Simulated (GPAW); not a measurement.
The system is Al.

```
Al
1.0
     0.00000    2.02481    2.02481
     2.02481    0.00000    2.02481
     2.02481    2.02481    0.00000
Al
1
Direct
  0.00000 0.00000 0.00000
```

```yaml
Program: GPAW 26.7.0
Task: relaxation of cell and atoms
Functional: PBEsol
Dispersion: D3(BJ)
Potentials_or_basis: PAW data sets generated in the run's folder for this functional
Cutoff: 600 eV
Basis: pw
k_mesh: 11 × 11 × 11
Occupations: fermi-dirac, width 0.05 eV
Spin: no spin polarisation
```

At the start: pressure -4.9 GPa; volume 16.60 Å³/atom.

Problem. Where does the relaxation end?

Solution. Over 4 steps the energy falls by 15.8 meV/atom and the volume is 15.63 Å³/atom (-5.9 %); space group Fm-3m (No. 225, to 0.05 Å).

The path:
```csv
step,energy change (eV),largest force (eV/Å),pressure (GPa),volume (Å³)
1,0.0000,0.0000,-4.88,16.60
2,-0.0091,0.0000,-3.29,16.25
3,-0.0157,0.0000,0.27,15.58
4,-0.0158,0.0000,-0.01,15.63
```

Final structure:
```
CELL_PARAMETERS angstrom
0.00000 1.98431 1.98431
1.98431 0.00000 1.98431
1.98431 1.98431 0.00000
ATOMIC_POSITIONS crystal
Al 0.00000 0.00000 0.00000
```

The cell as given is a measured one (16.60 Å³/atom); PBEsol+D3(BJ) puts the equilibrium volume -5.9 % from it, thermal expansion not counted.

Caveat: later steps reuse the first step's grids; pairwise dispersion overbinds metals, which lowers pressure and volume.
